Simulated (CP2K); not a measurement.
SnTe, 2 atoms in the cell. The structure is cubic, space group Fm-3m (No. 225). The conventional cell has a = 6.302 Å, b = 6.302 Å, c = 6.302 Å, α = 90.00°, β = 90.00°, γ = 90.00°. Te (site symmetry m-3m) has 6 Sn at 3.15 Å as nearest neighbours. Sn (site symmetry m-3m) is surrounded by 6 Te at 3.15 Å. 

```yaml
Program: CP2K 2026.2
Task: single point
Functional: OLYP
Potentials_or_basis: POTENTIAL_UZH Te GTH-PBE-q6, Sn GTH-PBE-q4; TZVP-MOLOPT-PBE-GTH basis
Density_cutoff: 9184 eV
k_mesh: 7 × 7 × 7
Occupations: fermi-dirac, width 0.05 eV
Spin: no spin polarisation
SCF_solver: diagonalisation with k points
Quickstep_method: GPW
EPS_DEFAULT: 1.0E-9
EPS_SCF: 1.0E-6
MAX_SCF: 100
SCF_GUESS: ATOMIC
k_points_reduced_by_the_point_group: yes
Mesh_centred_on_Gamma: yes
CHOLESKY: OFF
EPS_EIGVAL: 1.0E-7
MIXING_METHOD: BROYDEN_MIXING
MIXING_ALPHA: 0.4
NBUFFER: 8
NGRIDS: 5
Basis_sets: Te TZVP-MOLOPT-PBE-GTH-q6, Sn TZVP-MOLOPT-PBE-GTH-q4
Potentials: Te GTH-PBE-q6 of POTENTIAL_UZH, Sn GTH-PBE-q4 of POTENTIAL_UZH
ADDED_MOS: "[10]"
REL_CUTOFF_Ry: 60 Ry
MIXING_BETA_1/bohr: 1.5 1/bohr
CUTOFF_of_the_grids: 675 Ry
```

Potentials or basis: POTENTIAL_UZH Te GTH-PBE-q6, Sn GTH-PBE-q4; TZVP-MOLOPT-PBE-GTH basis.

Command:

```bash
$ OMP_NUM_THREADS=1 cp2k.psmp -i snte_scf.inp -o snte_scf.out
```

Hardware: 1 thread of Arm Neoverse V1, with other jobs on the host.

Task: Estimate the wall time of this run.

Result: Wall time 16 s on 1 thread of Arm Neoverse V1, with other jobs on the host, peak memory 0.39 GiB. Counts: scf iterations 16, k points 20, basis 34, bands 15, force evaluations 1.
